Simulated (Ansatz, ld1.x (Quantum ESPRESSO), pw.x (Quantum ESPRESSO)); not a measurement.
From atom to crystal: TM potential for Al

* Element: aluminium (Al)
* Generator: ld1.x (Quantum ESPRESSO) 7.5
* Type: norm-conserving Troullier–Martins (Kleinman–Bylander form)
* Functional: PBE
* Relativity: scalar-relativistic
* Frozen core: [Ne]
* Valence charge: 3
* Reference configuration: 3s2 3p1
* Partial waves: 3s (bound): rc 2.15 bohr; 3p (bound): rc 1.90 bohr; 3d channel at 0.2 Ry: rc 1.75 bohr
* Local potential: all-electron potential smoothed inside 1.85 bohr (lloc = -2)
* Core correction: a·sin(br)/r model core, default radius (core density twice the valence density)

Atomic tests: cutoffs needed: 10 Ry and 30 Ry (the cutoffs (Ry, on a coarse ladder) from which the occupation-weighted sum of valence levels, in a spherical-Bessel basis at the reference potential, stays within 10 and 1 mRy of its value at 400 Ry); ghost test: no extra level below or beside the all-electron valence levels (s, p, d, f tested) (spherical-Bessel basis up to 400 Ry, 20 bohr box); largest excitation error: +23 meV (all-electron minus pseudo) for 3s1 3p0, out of 7 test configurations.

Crystal test: bcc Al in pw.x 7.5, no spin, 14³ k-points, Fermi–Dirac smearing 0.01 Ry, cutoffs 50/200 Ry. The reference is all-electron LAPW (Ansatz 0.2.0) with the same functional, mesh and smearing; V0 and B0 come from Birch–Murnaghan fits to the pressures at five volumes. Errors are pseudo minus all-electron; Δ is the rms difference of the E(V) curves that follow from these fits, minima aligned, over ±6 % about the mean V0. Mesh and smearing are coarse, so the numbers serve the comparison and aren't converged zero-temperature values; the lattice is a test structure that the element need not adopt.

| V (Å³/atom) | P all-electron (GPa) | P pseudo (GPa) |
| --- | --- | --- |
| 16.098 | 4.02 | 3.32 |
| 16.521 | 1.91 | 1.27 |
| 16.945 | 0.07 | -0.52 |
| 17.369 | -1.53 | -2.07 |
| 17.792 | -2.94 | -3.43 |

All-electron: a0 = 3.237 Å (V0 = 16.96 Å³/atom), B0 = 68.4 GPa.

Pseudopotential: mean pressure error (GPa): -0.59; a0 (Å): 3.228; a0 error (%): -0.29; B0 error (%): +0.8; Δ (meV/atom): 2.2.

Task: At the middle volume, how do free energy and pressure move when the wave cutoff is lowered (ecutrho kept at four times it)?

Result:

```csv
cutoff (Ry),shift of F (meV/atom),shift of P (GPa)
22,+39.1,-0.67
30,+8.7,+0.03
40,+2.1,+0.13
```

The 8 pw.x runs together took about 33 s on one core of a shared server CPU.
